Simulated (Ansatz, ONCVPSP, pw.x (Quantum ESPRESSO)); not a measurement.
# pw.x on bcc Al: one setting changed

Potential: optimised norm-conserving Vanderbilt (ONCV), ONCVPSP 4.0.1.1 (patched build), PBE; core [Ne], reference 3s2 3p0.75; waves: 3s: rc 1.65 bohr, ncon 4, nbas 8, qcut 3.3 1/bohr, 2 projectors, debl 1.4 Ha; 3p: rc 2.60 bohr, ncon 3, nbas 7, qcut 2.5 1/bohr, 1 projector; d scattering state at 0.04 Ha: rc 2.10 bohr, ncon 4, nbas 7, qcut 5.1 1/bohr, 2 projectors, debl 2.2 Ha; local part: polynomial inside 1.10 bohr (lpopt 5, dvloc0 0 Ha); core correction: Teter function, fcfact 3, rcfact 1.2.

The reference run (k-mesh 14³, cutoffs 50/200 Ry, Fermi–Dirac 0.01 Ry, mixing_beta 0.4, conv_thr 1e-9, no spin) gives 0.33 GPa at 16.945 Å³/atom, where all-electron LAPW gives 0.07 GPa. This run, with its own iteration cap, changes mixing_mode to local-TF.

```
&control
  calculation='scf', prefix='x', pseudo_dir='./', outdir='./tmp', tstress=.true., disk_io='none'
/
&system
  ibrav=0, nat=1, ntyp=1, ecutwfc=50, ecutrho=200, nbnd=8,
  occupations='smearing', smearing='fd', degauss=0.01
/
&electrons
  conv_thr=1e-09, mixing_beta=0.4, electron_maxstep=60, mixing_mode='local-TF'
/
ATOMIC_SPECIES
Al 1.0 Al.UPF
CELL_PARAMETERS angstrom
  -1.61805716 1.61805716 1.61805716
  1.61805716 -1.61805716 1.61805716
  1.61805716 1.61805716 -1.61805716
ATOMIC_POSITIONS crystal
Al 0.0000 0.0000 0.0000
K_POINTS automatic
14 14 14 0 0 0
```

```bash
pw.x < Al.scf.in > Al.scf.out
```

How does the run end?

It converges in 7 iterations; the free energy moves by +0.0 meV/atom and the pressure by +0.00 GPa. The result is that of the reference run.

```
Message from routine setup:
     using ibrav=0 with symmetry is DISCOURAGED, use correct ibrav instead
     lattice parameter (alat)  =       5.2961  a.u.
     unit-cell volume          =     114.3505 (a.u.)^3
     number of electrons       =         3.00
     number of Kohn-Sham states=            8
     kinetic-energy cutoff     =      50.0000  Ry
     charge density cutoff     =     200.0000  Ry
     scf convergence threshold =      1.0E-09
     Exchange-correlation= PBE
     number of k points=   104  Fermi-Dirac smearing, width (Ry)=  0.0100
     iteration #  1     ecut=    50.00 Ry     beta= 0.40
     total energy              =      -4.35290195 Ry
     estimated scf accuracy    <       0.00826957 Ry
     iteration #  2     ecut=    50.00 Ry     beta= 0.40
     total energy              =      -4.35153814 Ry
     estimated scf accuracy    <       0.00430255 Ry
     iteration #  3     ecut=    50.00 Ry     beta= 0.40
     total energy              =      -4.35163495 Ry
     estimated scf accuracy    <       0.00000428 Ry
     iteration #  4     ecut=    50.00 Ry     beta= 0.40
     total energy              =      -4.35163963 Ry
     estimated scf accuracy    <       0.00000040 Ry
     iteration #  5     ecut=    50.00 Ry     beta= 0.40
     total energy              =      -4.35163966 Ry
     estimated scf accuracy    <       0.00000002 Ry
     iteration #  6     ecut=    50.00 Ry     beta= 0.40
     total energy              =      -4.35163967 Ry
     estimated scf accuracy    <          9.6E-09 Ry
     iteration #  7     ecut=    50.00 Ry     beta= 0.40
     the Fermi energy is     7.6716 ev
!    total energy              =      -4.35163967 Ry
     estimated scf accuracy    <          2.4E-10 Ry
     smearing contrib. (-TS)   =      -0.00173433 Ry
     The total energy is F=E-TS. E is the sum of the following terms:
     one-electron contribution =       2.83919296 Ry
     hartree contribution      =       0.00459704 Ry
     xc contribution           =      -1.83782930 Ry
     ewald contribution        =      -5.35586604 Ry
     convergence has been achieved in   7 iterations
          total   stress  (Ry/bohr**3)                   (kbar)     P=        3.31
     Message from routine punch:
     Nothing written, as per user request (disk_io='none')
```

The run took about 11 s on one core of a shared host (Neoverse-N1, 64 threads, 124 GiB, load 49).
